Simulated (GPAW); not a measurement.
# Sn (Fd-3m) in GPAW: a series of runs, part 2 of 2

GPAW 26.7.0. Earlier steps stand in the parts before.

### 3 Band structure, r2SCAN, spin-orbit coupling, no magnetisation

Contents of run.py:

```python
import numpy as np
from ase import Atoms
from ase.dft.bandgap import bandgap
from ase.io import write
from ase.units import GPa
from gpaw import GPAW, PW
from gpaw.spinorbit import soc_eigenstates

atoms = Atoms(['Sn', 'Sn'],
              cell=[[0.0, 3.2333428, 3.2333428],
                    [3.2333428, 0.0, 3.2333428],
                    [3.2333428, 3.2333428, 0.0]],
              scaled_positions=[[0.75, 0.75, 0.75],
                                [0.5, 0.5, 0.5]],
              pbc=True)

calc = GPAW(mode=PW(600),
            xc='MGGA_X_R2SCAN+MGGA_C_R2SCAN',
            kpts={'size': (6, 6, 6), 'gamma': True},
            occupations={'name': 'fermi-dirac', 'width': 0.05},
            nbands=24,
            convergence={'density': 1e-05, 'energy': 1e-05},
            maxiter=150,
            txt='gpaw.txt')
atoms.calc = calc
energy = atoms.get_potential_energy()
forces = atoms.get_forces()
stress = atoms.get_stress()
calc.write('gs.gpw')
write('result.traj', atoms)
print(f'Energy: {energy:.6f} eV')
print('Forces (eV/A):')
print(forces.round(4))
print('Stress (GPa):', (stress / GPa).round(3))
print('Fermi level:', round(calc.get_fermi_level(), 4), 'eV')
print(f'Gap: {bandgap(calc)[0]:.4f} eV, direct: {bandgap(calc, direct=True)[0]:.4f} eV')

path = atoms.cell.bandpath('GXWKGLUWLK,UX', npoints=100, eps=1e-4)
bs_calc = calc.fixed_density(kpts=path, symmetry='off', nbands=38,
                             convergence={'bands': 'CBM+6.0', 'eigenstates': 1e-6}, txt='bands.txt')
bs = bs_calc.band_structure()
bs.write('bs.json')
print(f'Gap on the path: {bandgap(bs_calc)[0]:.4f} eV')

soc = soc_eigenstates(bs_calc, theta=90, phi=45, ignore_xc_potential=True)
np.savetxt('soc_bands.dat', soc.eigenvalues(), fmt='%.4f')
mesh = soc_eigenstates('gs.gpw', theta=90, phi=45, ignore_xc_potential=True)
np.savetxt('soc_mesh.dat', mesh.eigenvalues(), fmt='%.4f')
print('Fermi level with spin-orbit coupling:', round(mesh.fermi_level, 4), 'eV')
```

Potentials or basis: GPAW PAW data sets (gpaw-data 1.2.1), pw.

The run is started by

```bash
OMP_NUM_THREADS=1 python run.py
```

gpaw.txt:

```text
__  _  _
 | _ |_)|_||  |
 |__||  | ||/\| - 26.7.0

Input parameters:
  mode=PW(ecut=600.0),
  convergence={'density': 1e-05, 'energy': 1e-05},
  kpts=MonkhorstPack(size=(6, 6, 6), gamma=True),
  maxiter=150,
  nbands=24,
  occupations=Occupations(name='fermi-dirac', width=0.05),
  xc=XC(name='MGGA_X_R2SCAN+MGGA_C_R2SCAN')

Diagonalizing LCAO Hamiltonian
Converting LCAO to pw mode

            Sn

       Sn

Atoms  # Å, Bohr magnetons
|   | symbol |        x |        y |        z |    initial magnetic moments |
|---|--------|----------|----------|----------|-----------------------------|
| 0 |     Sn | 4.850014 | 4.850014 | 4.850014 | ( 0.0000,  0.0000,  0.0000) |
| 1 |     Sn | 3.233343 | 3.233343 | 3.233343 | ( 0.0000,  0.0000,  0.0000) |

Unit cell  # Å
| periodic |        x |        y |        z |  lengths |    angles |
|----------|----------|----------|----------|----------|-----------|
|      yes | 0.000000 | 3.233343 | 3.233343 | 4.572637 | 60.000000 |
|      yes | 3.233343 | 0.000000 | 3.233343 | 4.572637 | 60.000000 |
|      yes | 3.233343 | 3.233343 | 0.000000 | 4.572637 | 60.000000 |

Number of symmetries: 24
Symmetry operations  # r_c * U_cc + t_c -> r_c
|    | kind |            matrix            |
|----|------|------------------------------|
|  0 |  E   |  1, 0, 0,  0, 1, 0,  0, 0, 1 |
|  1 |  σ   |  1, 0, 0,  0, 0, 1,  0, 1, 0 |
|  2 |  σ   |  1, 0,-1,  0, 1,-1,  0, 0,-1 |
|  3 |  C3  |  1, 0,-1,  0, 0,-1,  0, 1,-1 |
|  4 |  C3  |  1,-1, 0,  0,-1, 1,  0,-1, 0 |
|  5 |  σ   |  1,-1, 0,  0,-1, 0,  0,-1, 1 |
|  6 |  σ   |  0, 1, 0,  1, 0, 0,  0, 0, 1 |
|  7 |  C3  |  0, 1, 0,  0, 0, 1,  1, 0, 0 |
|  8 |  C2  |  0, 1,-1,  1, 0,-1,  0, 0,-1 |
|  9 |  S4  |  0, 1,-1,  0, 0,-1,  1, 0,-1 |
| 10 |  C3  |  0, 0, 1,  1, 0, 0,  0, 1, 0 |
| 11 |  σ   |  0, 0, 1,  0, 1, 0,  1, 0, 0 |
| 12 |  S4  |  0, 0,-1,  1, 0,-1,  0, 1,-1 |
| 13 |  C3  |  0, 0,-1,  0, 1,-1,  1, 0,-1 |
| 14 |  S4  |  0,-1, 1,  1,-1, 0,  0,-1, 0 |
| 15 |  C2  |  0,-1, 1,  0,-1, 0,  1,-1, 0 |
| 16 |  C3  |  0,-1, 0,  1,-1, 0,  0,-1, 1 |
| 17 |  S4  |  0,-1, 0,  0,-1, 1,  1,-1, 0 |
| 18 |  S4  | -1, 1, 0, -1, 0, 1, -1, 0, 0 |
| 19 |  C3  | -1, 1, 0, -1, 0, 0, -1, 0, 1 |
| 20 |  C3  | -1, 0, 1, -1, 1, 0, -1, 0, 0 |
| 21 |  S4  | -1, 0, 1, -1, 0, 0, -1, 1, 0 |
| 22 |  σ   | -1, 0, 0, -1, 1, 0, -1, 0, 1 |
| 23 |  C2  | -1, 0, 0, -1, 0, 1, -1, 1, 0 |

BZ-sampling:
  Number of BZ points: 216
  Number of IBZ points: 16

  Monkhorst-Pack size: [6, 6, 6]
  Monkhorst-Pack shift: [0.08333333333333333, 0.08333333333333333, 0.08333333333333333]

K-points  # in reciprocal-cell coordinates
|     |                                coordinates |     weight |
|-----|--------------------------------------------|------------|
|   0 | (  0.00000000,   0.00000000,   0.00000000) | 0.00462963 |
|   1 | (  0.16666667,   0.16666667,   0.00000000) | 0.02777778 |
|   2 | (  0.16666667,   0.16666667,   0.16666667) | 0.03703704 |
|   3 | (  0.33333333,   0.16666667,   0.16666667) | 0.05555556 |
|   4 | (  0.33333333,   0.33333333,  -0.33333333) | 0.05555556 |
|   5 | (  0.33333333,   0.33333333,   0.00000000) | 0.02777778 |
|   6 | (  0.33333333,   0.33333333,   0.16666667) | 0.11111111 |
|   7 | (  0.33333333,   0.33333333,   0.33333333) | 0.03703704 |
|   8 | (  0.50000000,   0.33333333,  -0.33333333) | 0.11111111 |
|   9 | (  0.50000000,   0.33333333,  -0.16666667) | 0.05555556 |
| ... |                                            |            |
|  15 | (  0.50000000,   0.50000000,   0.50000000) | 0.01851852 |

Plane wave coefficients: 2285
Cutoff: 600.0 eV

Spin-components: 1 (collinear spins)
Bands:           24
Projectors:      12
Spin-degeneracy: 2
Datatype:        complex128

Parallelization:
  kpt:    1
  domain: 1
  band:   1

Density:
  Valence electrons: 28.0
  Components: 1
  Grid points: [27 27 27]
  Charge: 0.0  # |e|

Potential:
  Grid points: [27 27 27]

species:
  Sn:
    name:    Tin
    Z:       50.0
    valence: 14
    core:    36
    charge:  0.0  # [|e|]
    compensation charges:
      type: gauss
      rc: 0.38  # [Å]
      lmax: 2
    cutoffs:
      filter: 2.23  # [Å]
      core: 2.35  # [Å]
    projectors
    | kind |    occ | energy [eV] | rcut [Å] |
    |------|--------|-------------|----------|
    |   5s |  2.000 |     -10.538 |    1.201 |
    |   5p |  2.000 |      -3.696 |    1.270 |
    |   4d | 10.000 |     -25.845 |    1.185 |
    |    s |        |      16.674 |    1.201 |
    |    p |        |      23.515 |    1.270 |
    |    d |        |       1.367 |    1.185 |

    Using partial waves for Sn as LCAO basis

Reference energy: -336021.386614  # eV

eigensolver:
  PPCG
  Converge bands: occupied
  niter=2

density mixing:
  MSR1-Mixer
  Pratt-step length: 0.05
  Maximum mixing coefficient: 0.75
  Old densities: 10
  SVD Regularization: 0.005
  Good broyden scale: 1.0
  Trust region scale: 1.0
  Backstep threshold: 4.0
  History deletion threshold: 6.0
  Fourier metric: weight=20.0, sigma=0.015

occupation numbers:
  Fermi-Dirac:
    width: 0.0500  # eV

poisson solver:
  ecut: 4800.0  # eV

xc functional:
  name: MGGA_X_R2SCAN+MGGA_C_R2SCAN with 2 nearest neighbor stencil

convergence criteria:
- Maximum integral of absolute [dens]ity change: 1e-05 electrons / valence electron
- Maximum [total energy] change in last 3 cyles: 1e-05 eV / valence electron
- Maximum integral of absolute [eigenst]ate change: 4e-08 eV^2 / valence electron
maximum number of iterations: 150

SCF iterations
|iter     | |      energy | eigst |  dens |
|---------|-|-------------|-------|-------|
|iter:   1| |  -40.055222 | +0.03 |       |
|iter:   2| |  -37.389723 | -1.09 | -1.46 |
|iter:   3| |  -37.460516 | -1.71 | -1.45 |
|iter:   4| |  -37.443311 | -3.04 | -1.83 |
|iter:   5| |  -37.464558 | -3.32 | -1.84 |
|iter:   6| |  -37.465431 | -3.87 | -2.27 |
|iter:   7| |  -37.465520 | -4.99 | -3.12 |
|iter:   8| |  -37.465524c| -6.53 | -3.93 |
|iter:   9| |  -37.465524c| -7.77c| -4.55 |
|iter:  10| |  -37.465524c| -8.15c| -5.48c|

Converged in 10 steps
Energy contributions relative to reference atoms: (reference = -336021.386614)

Energy contributions:
  Kinetic:          19.420299
  Coulomb:         -17.546102
  Zero:             -0.150749
  External:          0.000000
  Xc:              -39.188318
  Entropy:          -0.001305
  Spinorbit:         0.000000
  ----------------------------
  Free energy:     -37.466176
  Extrapolated:    -37.465524

dipole moment: (4.514386, 4.514386, 4.514386)  # |e|*Ang

Fermi level: 5.028
Eigenvalues  # (at kpt = [0.000, 0.000, 0.000])
| band index |      eig [eV] | occ [0-2] |
|------------|---------------|-----------|
|          0 |       -17.431 |     2.000 |
|        ... |               |           |
|          7 |       -17.029 |     2.000 |
|          8 |       -17.007 |     2.000 |
|          9 |       -17.007 |     2.000 |
|         10 |        -6.186 |     2.000 |
|         11 |         4.754 |     1.992 |
|         12 |         5.006 |     1.218 |
[... 9 lines left out ...]
|         22 |        13.837 |     0.000 |
|         23 |        13.837 |     0.000 |

No gap
No difference between direct/indirect transitions

Forces  # eV/Ang
|        x |        y |        z |
|----------|----------|----------|
|  0.00000 |  0.00000 |  0.00000 |  # Sn   0
| -0.00000 | -0.00000 | -0.00000 |  # Sn   1

Stress tensor  # eV/Ang^3
|         x |         y |         z |
|-----------|-----------|-----------|
| -0.013076 |  0.000000 |  0.000000 |
|  0.000000 | -0.013076 |  0.000000 |
|  0.000000 |  0.000000 | -0.013076 |

# Writing to gs.gpw (mode='')
```

stdout:

```text
Energy: -37.465524 eV
Forces (eV/A):
[[ 0.  0.  0.]
 [-0. -0. -0.]]
Stress (GPa): [-2.095 -2.095 -2.095  0.     0.     0.   ]
Fermi level: 5.0279 eV
Gap: 0.0000 eV, direct: 0.0000 eV
Gap on the path: 0.0000 eV
Fermi level with spin-orbit coupling: 5.1109 eV
```

bands.txt:

```text
Diagonalizing LCAO Hamiltonian
Converting LCAO to pw mode
convergence criteria:
- Maximum integral of absolute [eigenst]ate change: 1e-06 eV^2 / valence electron
maximum number of iterations: 150

SCF iterations
|iter     | |      energy | eigst |  dens |
|---------|-|-------------|-------|-------|
[... 106 lines left out ...]
         [0.3875    , 0.3875    , 0.725     ],
         [0.375     , 0.375     , 0.75      ],
         [0.625     , 0.25      , 0.625     ],
         [0.60416667, 0.20833333, 0.60416667],
         [0.58333333, 0.16666667, 0.58333333],
         [0.5625    , 0.125     , 0.5625    ],
         [0.54166667, 0.08333333, 0.54166667],
         [0.52083333, 0.04166667, 0.52083333],
         [0.5       , 0.        , 0.5       ]])),
  maxiter=150,
  nbands=38,
  occupations=Occupations(name='fermi-dirac', width=0.05),
  symmetry=Symmetry(point_group=False, time_reversal=False),
  xc=XC(name='MGGA_X_R2SCAN+MGGA_C_R2SCAN')
```

Wall time 4.6 min (1 thread of Arm Neoverse V2, shared host); peak memory 0.49 GiB.

What came out:

```yaml
Free_energy: -37.4662 eV
Pressure: 2.1 GPa
Band_gap_along_the_path: none (metal or under the smearing width)
```

Levels at the corners of the path, in eV from the Fermi level:
| point | band 25 | band 26 | band 27 | band 28 | band 29 | band 30 | band 31 | band 32 |
| --- | --- | --- | --- | --- | --- | --- | --- | --- |
| Γ | -0.36 | -0.36 | 0.13 | 0.13 | 0.13 | 0.13 | 1.77 | 1.77 |
| X | -2.84 | -2.84 | -2.84 | -2.84 | 0.81 | 0.81 | 0.81 | 0.81 |
| W | -3.52 | -3.52 | -3.33 | -3.33 | 3.40 | 3.40 | 3.74 | 3.74 |
| K | -3.78 | -3.78 | -2.45 | -2.45 | 1.10 | 1.10 | 3.47 | 3.47 |
| Γ | -0.36 | -0.36 | 0.13 | 0.13 | 0.13 | 0.13 | 1.77 | 1.77 |
| L | -1.64 | -1.64 | -1.18 | -1.18 | 0.07 | 0.07 | 3.15 | 3.15 |
| U | -3.78 | -3.78 | -2.45 | -2.45 | 1.10 | 1.10 | 3.47 | 3.47 |
| W | -3.52 | -3.52 | -3.33 | -3.33 | 3.40 | 3.40 | 3.74 | 3.74 |
| L | -1.64 | -1.64 | -1.18 | -1.18 | 0.07 | 0.07 | 3.15 | 3.15 |
| K | -3.78 | -3.78 | -2.45 | -2.45 | 1.10 | 1.10 | 3.47 | 3.47 |
| U | -3.78 | -3.78 | -2.45 | -2.45 | 1.10 | 1.10 | 3.47 | 3.47 |
| X | -2.84 | -2.84 | -2.84 | -2.84 | 0.81 | 0.81 | 0.81 | 0.81 |

Caveat: spin-orbit coupling was added after a scalar SCF, so levels and gaps hold it while energy, forces, pressure and moments don't; this program's spin-orbit splittings come out too wide for heavy elements; the PAW data sets were made with another functional, which shifts forces and pressure a little.

### 4 Equation of state, WC

Contents of run.py:

```python
from ase.eos import EquationOfState
from ase.io import Trajectory, read
from ase.units import GPa
from gpaw import GPAW, PW, setup_paths

setup_paths.insert(0, '.')

atoms = read('Sn.xyz')

traj = Trajectory('eos.traj', 'w')
volumes, energies = [], []
for x in [0.94, 0.96, 0.98, 1.0, 1.02, 1.04, 1.06]:
    a = atoms.copy()
    a.set_cell(atoms.cell * x**(1 / 3), scale_atoms=True)
    calc = GPAW(mode=PW(600),
                xc='WC',
                kpts={'size': (6, 6, 6), 'gamma': True},
                occupations={'name': 'fermi-dirac', 'width': 0.05},
                nbands=24,
                convergence={'density': 1e-05, 'energy': 1e-05},
                maxiter=150,
                txt=f'eos-{x:.2f}.txt')
    a.calc = calc
    energies.append(a.get_potential_energy(force_consistent=True))
    volumes.append(a.get_volume())
    p = -a.get_stress()[:3].mean() / GPa
    calc.write(f'eos-{x:.2f}.gpw')
    traj.write(a)
    print(f'{x:.2f} {volumes[-1]:10.4f} A^3 {energies[-1]:14.6f} eV {p:9.3f} GPa', flush=True)

v0, e0, B = EquationOfState(volumes, energies, eos='birchmurnaghan').fit()
print(f'V0 = {v0:.4f} A^3, E0 = {e0:.6f} eV, B0 = {B / GPa:.2f} GPa')
```

Contents of Sn.xyz:

```xyz
2
Lattice="0.0000000000 3.2333428000 3.2333428000 3.2333428000 0.0000000000 3.2333428000 3.2333428000 3.2333428000 0.0000000000" Properties=species:S:1:pos:R:3 pbc="T T T"
Sn     4.8500142000      4.8500142000      4.8500142000
Sn     3.2333428000      3.2333428000      3.2333428000
```

Potentials or basis: PAW data sets generated in the run's folder for this functional, pw.

The run is started by

```bash
gpaw-setup -f WC Sn
OMP_NUM_THREADS=1 python run.py
```

Wall time 98 s (1 thread of Arm Neoverse V2, shared host); peak memory 0.24 GiB.

Results (log left out):

```
Equilibrium volume                      : 34.82 Å³/atom
Bulk modulus                            : 42 GPa
Pressure derivative of the bulk modulus : 4.8
```

Energy against volume, from the lowest point:
```csv
volume (Å³/atom),energy (meV/atom)
31.775,41.69
32.451,24.07
33.127,11.60
33.803,3.76
34.479,0.04
35.155,0.00
35.831,3.23
```

### 5 Equation of state, AM05

run.py, as its differences from that of step 4:

```diff
@@ -1,3 +1,4 @@
 from ase.eos import EquationOfState
-from ase.io import Trajectory, read
+from ase.io import Trajectory
+from ase.spacegroup import crystal
 from ase.units import GPa
@@ -7,3 +8,8 @@
 
-atoms = read('Sn.xyz')
+# Sn 8a
+atoms = crystal(['Sn'],
+                basis=[[0.25, 0.25, 0.25]],
+                spacegroup=227, setting=1,  # Fd-3m
+                cellpar=[6.4666856, 6.4666856, 6.4666856, 90.0, 90.0, 90.0],
+                primitive_cell=True)
 
@@ -15,3 +21,3 @@
     calc = GPAW(mode=PW(600),
-                xc='WC',
+                xc='AM05',
                 kpts={'size': (6, 6, 6), 'gamma': True},
```

The run is started by

```bash
gpaw-setup -f AM05 Sn
OMP_NUM_THREADS=1 python run.py
```

Wall time 1.7 min (1 thread of Arm Neoverse V2, shared host); peak memory 0.27 GiB.

It converged, with:

| Property | Result |
| --- | --- |
| Equilibrium volume | 35.11 Å³/atom |
| Bulk modulus | 40 GPa |
| Pressure derivative of the bulk modulus | 4.8 |

Energy against volume, from the lowest point:
| volume (Å³/atom) | energy (meV/atom) |
| --- | --- |
| 31.775 | 48.32 |
| 32.451 | 29.51 |
| 33.127 | 15.79 |
| 33.803 | 6.61 |
| 34.479 | 1.49 |
| 35.155 | 0.00 |
| 35.831 | 1.76 |

Zero-point motion and thermal expansion aren't in these numbers.

### 6 Band structure, revTPSS, spin-orbit coupling, no magnetisation

Contents of run.py:

```python
import numpy as np
from ase.dft.bandgap import bandgap
from ase.io import read, write
from ase.units import GPa
from gpaw import GPAW, PW
from gpaw.spinorbit import soc_eigenstates

atoms = read('POSCAR')

calc = GPAW(mode=PW(600),
            xc='MGGA_X_REVTPSS+MGGA_C_REVTPSS',
            kpts={'size': (6, 6, 6), 'gamma': True},
            occupations={'name': 'fermi-dirac', 'width': 0.05},
            nbands=24,
            convergence={'density': 1e-05, 'energy': 1e-05},
            eigensolver='davidson',
            maxiter=150,
            txt='gpaw.txt')
atoms.calc = calc
energy = atoms.get_potential_energy()
forces = atoms.get_forces()
stress = atoms.get_stress()
calc.write('gs.gpw')
write('result.traj', atoms)
print(f'Energy: {energy:.6f} eV')
print('Forces (eV/A):')
print(forces.round(4))
print('Stress (GPa):', (stress / GPa).round(3))
print('Fermi level:', round(calc.get_fermi_level(), 4), 'eV')
print(f'Gap: {bandgap(calc)[0]:.4f} eV, direct: {bandgap(calc, direct=True)[0]:.4f} eV')

path = atoms.cell.bandpath('GXWKGLUWLK,UX', npoints=60, eps=1e-4)
bs_calc = calc.fixed_density(kpts=path, symmetry='off', nbands=38,
                             convergence={'bands': 'CBM+6.0', 'eigenstates': 1e-6}, txt='bands.txt')
bs = bs_calc.band_structure()
bs.write('bs.json')
print(f'Gap on the path: {bandgap(bs_calc)[0]:.4f} eV')

soc = soc_eigenstates(bs_calc, theta=54.7, phi=45, ignore_xc_potential=True)
np.savetxt('soc_bands.dat', soc.eigenvalues(), fmt='%.4f')
mesh = soc_eigenstates('gs.gpw', theta=54.7, phi=45, ignore_xc_potential=True)
np.savetxt('soc_mesh.dat', mesh.eigenvalues(), fmt='%.4f')
print('Fermi level with spin-orbit coupling:', round(mesh.fermi_level, 4), 'eV')
```

Contents of POSCAR:

```
Sn
1.0
    0.0000000000      3.2333428000      3.2333428000
    3.2333428000      0.0000000000      3.2333428000
    3.2333428000      3.2333428000      0.0000000000
Sn
2
Direct
    0.7500000000      0.7500000000      0.7500000000
    0.5000000000      0.5000000000      0.5000000000
```

Potentials or basis: GPAW PAW data sets (gpaw-data 1.2.1), pw.

The run is started by

```bash
OMP_NUM_THREADS=1 python run.py
```

Wall time 3.6 min (1 thread of Arm Neoverse V2, shared host); peak memory 0.41 GiB.

The run converged. Its results:

- Free energy: 34.9003 eV
- Pressure: 1.8 GPa
- Band gap along the path: none (metal or under the smearing width)

Levels at the corners of the path, in eV from the Fermi level:
| point | band 26 | band 27 | band 28 | band 29 | band 30 | band 31 |
| --- | --- | --- | --- | --- | --- | --- |
| Γ | -0.39 | 0.31 | 0.31 | 0.31 | 0.31 | 1.79 |
| X | -2.60 | -2.60 | -2.60 | 0.75 | 0.75 | 0.75 |
| W | -3.30 | -3.11 | -3.11 | 3.31 | 3.31 | 3.65 |
| K | -3.56 | -2.22 | -2.22 | 1.05 | 1.05 | 3.37 |
| Γ | -0.39 | 0.31 | 0.31 | 0.31 | 0.31 | 1.79 |
| L | -1.42 | -0.96 | -0.96 | 0.04 | 0.04 | 3.10 |
| U | -3.56 | -2.22 | -2.22 | 1.05 | 1.05 | 3.37 |
| W | -3.30 | -3.11 | -3.11 | 3.31 | 3.31 | 3.65 |
| L | -1.42 | -0.96 | -0.96 | 0.04 | 0.04 | 3.10 |
| K | -3.56 | -2.22 | -2.22 | 1.05 | 1.05 | 3.37 |
| U | -3.56 | -2.22 | -2.22 | 1.05 | 1.05 | 3.37 |
| X | -2.60 | -2.60 | -2.60 | 0.75 | 0.75 | 0.75 |

Caveat: spin-orbit coupling was added after a scalar SCF, so levels and gaps hold it while energy, forces, pressure and moments don't; this program's spin-orbit splittings come out too wide for heavy elements; the PAW data sets were made with another functional, which shifts forces and pressure a little.

### 7 Overview

| task | level | potentials or basis | spin | eigensolver | band path | band points | spin axis theta (degrees) | spin axis phi (degrees) | pressure (GPa) | V0 of scaled cells (Å³/atom) | B0 (GPa) |
| --- | --- | --- | --- | --- | --- | --- | --- | --- | --- | --- | --- |
| equation of state | BLYP+D4 | PAW data sets generated in the run's folder for this functional, pw | off | davidson | - | - | - | - | - | - | - |
| band structure | r2SCAN | GPAW PAW data sets (gpaw-data 1.2.1), pw | SOC, no magnetisation | - | GXWKGLUWLK,UX | 100 | 90 | 45 | 2.1 | - | - |
| equation of state | WC | PAW data sets generated in the run's folder for this functional, pw | off | - | - | - | - | - | - | 34.82 | 42 |
| equation of state | AM05 | PAW data sets generated in the run's folder for this functional, pw | off | - | - | - | - | - | - | 35.11 | 40 |
| band structure | revTPSS | GPAW PAW data sets (gpaw-data 1.2.1), pw | SOC, no magnetisation | davidson | GXWKGLUWLK,UX | 60 | 54.7 | 45 | 1.8 | - | - |

Alike in all rows: cell as given; k mesh 6 × 6 × 6; cutoff (eV) 600; smearing fermi-dirac 0.05 eV.

Caveats: spin-orbit coupling was added after a scalar SCF, so levels and gaps hold it while energy, forces, pressure and moments don't (some runs); this program's spin-orbit splittings come out too wide for heavy elements (some runs); the PAW data sets were made with another functional, which shifts forces and pressure a little (some runs); the minimum lies outside the volumes run (some runs).

Absolute energies hang on the potentials; compare differences alone.
